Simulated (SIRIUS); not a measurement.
# SnO under changes of volume

One of the cells (18.125 Å³/atom); the others are scaled copies at fixed shape and fractional positions:

```
CELL_PARAMETERS angstrom
3.83895 0.00000 0.00000
0.00000 3.83895 0.00000
0.00000 0.00000 4.91928
ATOMIC_POSITIONS crystal
Sn 0.50000 0.00000 0.76463
Sn 0.00000 0.50000 0.23537
O 0.00000 0.00000 0.00000
O 0.50000 0.50000 0.00000
```

The cell is a database's computed one.

```yaml
Program: SIRIUS 7.12.0
Functional: PBEsol
Potentials_or_basis: all-electron FP-LAPW
Cutoff: 290 eV
Basis: apw+lo standard
k_mesh: 7 × 7 × 6
Occupations: fermi-dirac, width 0.05 eV
Spin: no spin polarisation
```

```tsv
volume (Å³/atom)	energy over the lowest point (meV/atom)	gap on the mesh (eV)
16.703	?	?
17.058	5.35	0.21
17.414	0.00	0.29
18.125	2.50	0.42
18.480	9.47	0.49
18.835	19.77	0.55
```

**Question.** What does the run at 16.703 Å³/atom give?

**Answer.** Energy over the lowest point 15.89 meV/atom; gap on the mesh 0.14 eV.

Worked out: A Birch-Murnaghan fit of order 3 (a polynomial in V^(-2/3)) to the other rows has its minimum at 17.66 Å³/atom with B0 = V·E''(V) = 95 GPa and B' = 4.1 at fixed shape and positions, which overstates the stiffness. It gives 15.71 meV/atom at 16.703 Å³/atom, against the run's 15.89. A straight line through the other rows of the gap, of slope 3.41 eV per unit of ln V, extrapolates to 0.14 eV, against the run's 0.14.

Energies are extrapolated to zero smearing.

Caveats: spin-orbit coupling is left out, which moves the levels of the heavy elements; an odd mesh through Γ misses points on the zone boundary, where band edges often lie.
